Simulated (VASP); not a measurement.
# MoS2 (R3m) in VASP: optical spectrum with TB-mBJ

Aim: the optical spectrum of MoS2 with TB-mBJ.

Program: VASP 6.6.1. These are calculated values, not measurements. Logs are shortened: lines on timing, memory, paths and dates and some standing lists are left out, and cuts for length are marked.

### 1 Starting point

Symmetry: R3m, No. 160, trigonal system. Conventional cell: a = 3.160 Å, b = 3.160 Å, c = 18.450 Å, α = 90.00°, β = 90.00°, γ = 120.00°. Mo (site symmetry 3m) has 6 S at 2.39 Å as nearest neighbours. Around S (site symmetry 3m) lie 3 Mo at 2.39 Å. S (site symmetry 3m) has 3 Mo at 2.39 Å as nearest neighbours.

Measurements of this composition are mostly on another form, of space group No. 194.

### 2 Optical spectrum, TB-mBJ

File MoS2.cif:

```cif
data_MoS2
_cell_length_a 3.16000000
_cell_length_b 3.16000000
_cell_length_c 18.45000000
_cell_angle_alpha 90.00000000
_cell_angle_beta 90.00000000
_cell_angle_gamma 120.00000000
_space_group_name_H-M_alt 'R3m'
_space_group_name_Hall 'R 3 -2"'
_space_group_IT_number 160
loop_
_space_group_symop_operation_xyz
'x,y,z'
'-y,x-y,z'
'-x+y,-x,z'
'-y,-x,z'
'-x+y,y,z'
'x,x-y,z'
'x+2/3,y+1/3,z+1/3'
'-y+2/3,x-y+1/3,z+1/3'
'-x+y+2/3,-x+1/3,z+1/3'
'-y+2/3,-x+1/3,z+1/3'
'-x+y+2/3,y+1/3,z+1/3'
'x+2/3,x-y+1/3,z+1/3'
'x+1/3,y+2/3,z+2/3'
'-y+1/3,x-y+2/3,z+2/3'
'-x+y+1/3,-x+2/3,z+2/3'
'-y+1/3,-x+2/3,z+2/3'
'-x+y+1/3,y+2/3,z+2/3'
'x+1/3,x-y+2/3,z+2/3'
loop_
_atom_site_label
_atom_site_type_symbol
_atom_site_symmetry_multiplicity
_atom_site_Wyckoff_symbol
_atom_site_fract_x
_atom_site_fract_y
_atom_site_fract_z
_atom_site_occupancy
Mo1 Mo 3 a 0.0000000000 0.0000000000 0.0000000000 1
S1 S 3 a 0.3333333333 0.6666666667 0.0836666667 1
S2 S 3 a 0.0000000000 0.0000000000 0.2500000000 1
```

File POSCAR:

```
Mo S 
 1.0000000000000000
     3.1600000000000001    0.0000000000000000    0.0000000000000000
    -1.5799999999999994    2.7366402759588264    0.0000000000000000
     0.0000000000000000    0.0000000000000000   18.4499999999999993
 Mo  S  
   3   6
Cartesian
  0.0000000000000000  0.0000000000000000  0.0000000000000000
  1.5800000000000001  0.9122134253196088  6.1499999999999995
  0.0000000000000004  1.8244268506392176 12.2999999999999989
 -0.0000000001579998  1.8244268507304389  1.5436500006150000
  3.1599999998419999  0.0000000000912214  7.6936500006149995
  1.5799999998420000  0.9122134254108299 13.8436500006149981
  0.0000000000000000  0.0000000000000000  4.6124999999999998
  1.5800000000000001  0.9122134253196088 10.7624999999999975
  0.0000000000000004  1.8244268506392176 16.9124999999999979
```

File INCAR.step1:

```
  PREC = Accurate
  ENCUT = 520
  EDIFF = 1E-5
  ISMEAR = -5
  SIGMA = 0.05
  LREAL = False
  LASPH = True
  NELM = 80
  ALGO = Normal
  ISIF = 2
  LWAVE = True
  LCHARG = False
  NBANDS = 51
  GGA = PE
```

File INCAR.step2:

```
  PREC = Accurate
  ENCUT = 520
  EDIFF = 1E-7
  ISMEAR = -5
  SIGMA = 0.05
  LREAL = False
  LASPH = True
  NELM = 80
  ALGO = Normal
  ISIF = 2
  LWAVE = False
  LCHARG = False
  METAGGA = MBJ
  LOPTICS = True
  NBANDS = 51
  NEDOS = 2000
  CSHIFT = 0.05
  ISTART = 1
```

File KPOINTS:

```
regular mesh
0
Gamma
  10 10 2
```

Potentials or basis: VASP PAW PBE potentials, release 64 (Mo_sv, S).

Launch:

```console
$ ase convert -i cif -o vasp MoS2.cif POSCAR
$ cat potpaw_PBE.64/Mo_sv/POTCAR potpaw_PBE.64/S/POTCAR > POTCAR
$ cp INCAR.step1 INCAR
$ mpirun -np 1 vasp_std > vasp.out
$ cp INCAR.step2 INCAR
$ mpirun -np 1 vasp_std > vasp.out
```

OUTCAR:

```text
PREC = Accurate
   ENCUT = 520
   EDIFF = 1E-7
   ISMEAR = -5
   LREAL = False
   LASPH = True
   NELM = 80
   ISIF = 2
   METAGGA = MBJ
   ISTART = 1

 ion  position               nearest neighbor table
   1  0.000  0.000  0.000-   9 2.39   9 2.39   9 2.39   4 2.39   4 2.39   4 2.39
   2  0.667  0.333  0.333-   7 2.39   7 2.39   7 2.39   5 2.39   5 2.39   5 2.39
   3  0.333  0.667  0.667-   8 2.39   8 2.39   8 2.39   6 2.39   6 2.39   6 2.39
   4  0.333  0.667  0.084-   1 2.39   1 2.39   1 2.39
   5  1.000  0.000  0.417-   2 2.39   2 2.39   2 2.39
   6  0.667  0.333  0.750-   3 2.39   3 2.39   3 2.39
   7  0.000  0.000  0.250-   2 2.39   2 2.39   2 2.39
   8  0.667  0.333  0.583-   3 2.39   3 2.39   3 2.39
   9  0.333  0.667  0.917-   1 2.39   1 2.39   1 2.39

  LATTYP: Found a hexagonal cell.
 ALAT       =     3.1600000000
 C/A-ratio  =     5.8386075949

  Lattice vectors:

 A1 = (   3.1600000000,   0.0000000000,   0.0000000000)
 A2 = (  -1.5800000000,   2.7366402760,   0.0000000000)
 A3 = (   0.0000000000,   0.0000000000,  18.4500000000)

Analysis of symmetry for initial positions (statically):
=====================================================================
 Subroutine PRICEL returns following result:

  LATTYP: Found a trigonal (rhomboedric) cell.
 ALAT       =     6.4149071181
 COS(alpha) =     0.8786713335

  Lattice vectors:

 A1 = (   1.5800000000,  -0.9122134253,  -6.1500000000)
 A2 = (  -1.5800000000,  -0.9122134253,  -6.1500000000)
[... 1507 lines left out ...]
  energy-cutoff  :      520.00
  volume of cell :      159.55
      direct lattice vectors                 reciprocal lattice vectors
     3.160000000  0.000000000  0.000000000     0.316455696  0.182705781  0.000000000
    -1.580000000  2.736640276  0.000000000     0.000000000  0.365411563  0.000000000
     0.000000000  0.000000000 18.450000000     0.000000000  0.000000000  0.054200542

 POSITION                                       TOTAL-FORCE (eV/Angst)
 -----------------------------------------------------------------------------------
      0.00000      0.00000      0.00000         0.000000      0.000000      0.096662
      1.58000      0.91221      6.15000         0.000000      0.000000      0.096662
      0.00000      1.82443     12.30000         0.000000     -0.000000      0.096662
     -0.00000      1.82443      1.54365        -0.000000     -0.000000     -0.675240
      3.16000      0.00000      7.69365        -0.000000     -0.000000     -0.675240
      1.58000      0.91221     13.84365        -0.000000      0.000000     -0.675240
      0.00000      0.00000      4.61250        -0.000000     -0.000000      0.578578
      1.58000      0.91221     10.76250         0.000000     -0.000000      0.578578
      0.00000      1.82443     16.91250        -0.000000     -0.000000      0.578578
 -----------------------------------------------------------------------------------
    total drift:                               -0.000000     -0.000000      0.055575

  FREE ENERGIE OF THE ION-ELECTRON SYSTEM (eV)
  ---------------------------------------------------
  free  energy   TOTEN  =       749.3529543905 eV

  energy  without entropy=      749.3529543905  energy(sigma->0) =      749.35295439

 electrical conductivity sigma (Mega S m-1) (frequency dependency in vasprun.xml)
  --------------------------------------------------------------------------------------
       0.000       0.000       0.000
       0.000       0.000       0.000
       0.000       0.000       0.000

  frequency dependent IMAGINARY DIELECTRIC FUNCTION (independent particle, no local field effects) density-density
     E(ev)      X         Y         Z        XY        YZ        ZX
  --------------------------------------------------------------------------------------------------------------
     0.00000     0.00000     0.00000     0.00000     0.00000     0.00000     0.00000
     0.79223     0.11529     0.11529     0.02043     0.00000    -0.00000     0.00000
     1.58447     0.54286     0.54286     0.05478     0.00000    -0.00000     0.00000
     2.37670    10.27459    10.27459     0.29234     0.00000    -0.00000     0.00000
     3.16893    20.36081    20.36081     3.29746     0.00000     0.00000    -0.00000
     3.96117    10.62602    10.62602     4.61044     0.00000    -0.00000     0.00000
[... 92 lines left out ...]
    77.63885     0.00007     0.00007     0.00006     0.00000    -0.00000    -0.00000
    78.43108     0.00007     0.00007     0.00006     0.00000    -0.00000    -0.00000

  frequency dependent      REAL DIELECTRIC FUNCTION (independent particle, no local field effects) density-density
     E(ev)        X           Y           Z          XY          YZ          ZX
  --------------------------------------------------------------------------------------------------------------
     0.00000    13.27106    13.27106     6.81025     0.00000    -0.00000     0.00000
     0.79223    14.10234    14.10234     6.96574     0.00000    -0.00000     0.00000
     1.58447    18.16982    18.16982     7.52391     0.00000    -0.00000     0.00000
     2.37670    23.91893    23.91893     9.11448     0.00000    -0.00000     0.00000
     3.16893    -7.05663    -7.05663     9.99223    -0.00000    -0.00000     0.00000
     3.96117     4.83676     4.83676     9.71488     0.00000    -0.00000     0.00000
[... 92 lines left out ...]
    77.63885     0.95074     0.95074     0.95430    -0.00000     0.00000     0.00000
    78.43108     0.95183     0.95183     0.95531    -0.00000     0.00000     0.00000

  frequency dependent IMAGINARY DIELECTRIC FUNCTION (independent particle, no local field effects) current-current
     E(ev)      X         Y         Z        XY        YZ        ZX
  --------------------------------------------------------------------------------------------------------------
     0.00000    30.43754    30.43754    14.63604     0.00000     0.00000     0.00000
     0.79223     1.73741     1.73741     0.77162     0.00000     0.00000     0.00000
     1.58447     1.59981     1.59981     0.46539     0.00000     0.00000     0.00000
     2.37670    10.71973    10.71973     0.64232     0.00000     0.00000     0.00000
     3.16893    19.58775    19.58775     3.43860     0.00000     0.00000    -0.00000
     3.96117    10.62403    10.62403     4.90138     0.00000    -0.00000     0.00000
[... 92 lines left out ...]
    77.63885     0.00001     0.00001     0.00001     0.00000     0.00000     0.00000
    78.43108     0.00001     0.00001     0.00001     0.00000     0.00000     0.00000

  frequency dependent      REAL DIELECTRIC FUNCTION (independent particle, no local field effects) current-current
     E(ev)        X           Y           Z          XY          YZ          ZX
  --------------------------------------------------------------------------------------------------------------
     0.00000    13.04306    13.04306     6.79483     0.00000     0.00000     0.00000
     0.79223    13.85407    13.85407     6.94919     0.00000     0.00000     0.00000
     1.58447    17.83282    17.83282     7.50467     0.00000     0.00000     0.00000
     2.37670    22.98085    22.98085     9.07571     0.00000    -0.00000     0.00000
     3.16893    -7.40354    -7.40354     9.87293    -0.00000    -0.00000     0.00000
     3.96117     4.87036     4.87036     9.74684     0.00000    -0.00000     0.00000
[... 92 lines left out ...]
    77.63885     0.95121     0.95121     0.95437    -0.00000    -0.00000    -0.00000
    78.43108     0.95228     0.95228     0.95538    -0.00000    -0.00000    -0.00000
```

OUTCAR.step1:

```text
PREC = Accurate
   ENCUT = 520
   EDIFF = 1E-5
   ISMEAR = -5
   LREAL = False
   LASPH = True
[... 1559 lines left out ...]
      0.00000      0.00000      4.61250         0.000000     -0.000000     -0.506889
      1.58000      0.91221     10.76250        -0.000000     -0.000000     -0.506889
      0.00000      1.82443     16.91250        -0.000000      0.000000     -0.506889
 -----------------------------------------------------------------------------------
    total drift:                                0.000000     -0.000000     -0.000103

  FREE ENERGIE OF THE ION-ELECTRON SYSTEM (eV)
  ---------------------------------------------------
  free  energy   TOTEN  =       -65.3692105347 eV

  energy  without entropy=      -65.3692105347  energy(sigma->0) =      -65.36921053
```

OSZICAR.step1:

```text
N       E                     dE             d eps       ncg     rms          rms(c)
DAV:   1     0.689588812729E+03    0.68959E+03   -0.41890E+04  3072   0.145E+03
DAV:   2    -0.294111463355E+02   -0.71900E+03   -0.69084E+03  3440   0.384E+02
DAV:   3    -0.687931665314E+02   -0.39382E+02   -0.38585E+02  3472   0.811E+01
DAV:   4    -0.696705607087E+02   -0.87739E+00   -0.87247E+00  3374   0.120E+01
DAV:   5    -0.696894516812E+02   -0.18891E-01   -0.18874E-01  3360   0.180E+00    0.436E+01
DAV:   6    -0.664161456796E+02    0.32733E+01   -0.17912E+01  3039   0.228E+01    0.161E+01
DAV:   7    -0.659447038255E+02    0.47144E+00   -0.76474E+00  3028   0.150E+01    0.103E+01
DAV:   8    -0.653646920675E+02    0.58001E+00   -0.13724E+00  2992   0.677E+00    0.359E+00
DAV:   9    -0.653839746715E+02   -0.19283E-01   -0.15889E-01  3254   0.163E+00    0.170E+00
DAV:  10    -0.653692309813E+02    0.14744E-01   -0.53603E-02  3005   0.135E+00    0.521E-01
DAV:  11    -0.653693708320E+02   -0.13985E-03   -0.35862E-03  2990   0.301E-01    0.198E-01
DAV:  12    -0.653692156478E+02    0.15518E-03   -0.34780E-04  3112   0.786E-02    0.111E-01
DAV:  13    -0.653692111111E+02    0.45367E-05   -0.33595E-04  3016   0.746E-02    0.230E-02
DAV:  14    -0.653692105347E+02    0.57643E-06   -0.26003E-05  2225   0.243E-02
   1 F= -.65369211E+02 E0= -.65369211E+02  d E =0.000000E+00
```

Run time: 14 min. Hardware: 1 thread of AMD EPYC 9R45 (Zen 5), shared host; peak memory 0.57 GiB.

What came out:

```yaml
Band_gap_on_the_k_mesh: 1.15 eV
```

Levels at points of the mesh, in eV from the valence-band top:
```tsv
k point	band 37	band 38	band 39	band 40	band 41	band 42
(0.00, 0.00, 0.00)	-1.03	-0.12	-0.12	2.22	2.22	2.28
(0.50, 0.00, 0.00)	-1.28	-1.28	-1.17	1.64	1.67	1.67
(0.00, 0.00, 0.50)	-0.51	-0.51	0.00	2.24	2.24	2.24
(0.50, 0.00, 0.50)	-1.32	-1.20	-1.20	1.65	1.65	1.68
```

Dielectric function (mean over the directions given):
```csv
energy (eV),real part,imaginary part
0.32,11.21,0.03
0.79,11.72,0.08
1.27,12.94,0.19
1.82,17.40,1.04
2.30,17.69,6.23
2.77,18.29,22.77
3.33,2.41,10.06
3.80,5.17,7.55
4.28,5.05,10.69
4.83,3.21,11.99
5.31,2.52,13.64
5.78,-1.89,12.20
6.34,-5.88,9.87
6.81,-5.49,6.38
7.37,-4.96,4.31
7.84,-3.81,3.75
8.32,-4.10,2.41
8.87,-3.97,1.78
9.35,-3.10,0.61
9.82,-2.34,0.43
10.38,-1.94,0.26
10.85,-1.50,0.05
11.33,-1.12,0.03
11.88,-0.81,0.02
12.36,-0.60,0.02
12.83,-0.43,0.02
13.39,-0.24,0.02
13.86,-0.09,0.02
14.42,0.05,0.11
14.89,0.07,0.20
15.37,0.24,0.19
15.92,0.05,0.18
16.40,0.12,0.08
16.87,0.20,0.07
17.43,0.22,0.04
17.90,0.30,0.01
18.38,0.36,0.01
18.93,0.41,0.00
19.41,0.45,0.00
19.96,0.49,0.00
```

Caveat: spectra need much finer meshes, so this one isn't converged; independent-particle spectra lack excitons.
